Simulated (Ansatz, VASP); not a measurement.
## BAs2 in VASP and in Ansatz

```
B As
1.0
     4.61534    0.00000    0.00000
    -2.30767    3.99700    0.00000
     0.00000    0.00000    2.66000
B As
1 2
Cartesian
  0.0000 0.0000 0.0000
  0.0000 2.6647 1.3300
  2.3077 1.3323 1.3300
```

Alike in both runs: functional PBE; k mesh 12 × 12 × 18; occupations gaussian, width 0.1 eV; no spin polarisation.

Ansatz relaxed the structure, and its values are those at the end. VASP's run is a single point on that final structure, the one shown.

```csv
,VASP,Ansatz
version,VASP 6.6.1,Ansatz 0.2.0
potentials or method,"VASP PAW PBE potentials, release 64 (B, As)","scalar-relativistic, plane waves, PAW"
plane-wave cutoff (eV),520,420
valence electrons in the cell,13,33
```

```tsv
	VASP	Ansatz	Ansatz less VASP
gap on the k mesh at the Fermi level (eV)	none	none	-
pressure (GPa)	0.2	0.0	-0.15
```

A gap of «none» marks a metal or a gap that the smearing closes. With one functional, cell and mesh, what is left measures potentials, basis and numerics. The two sets of potentials don't hold the same shells in valence.
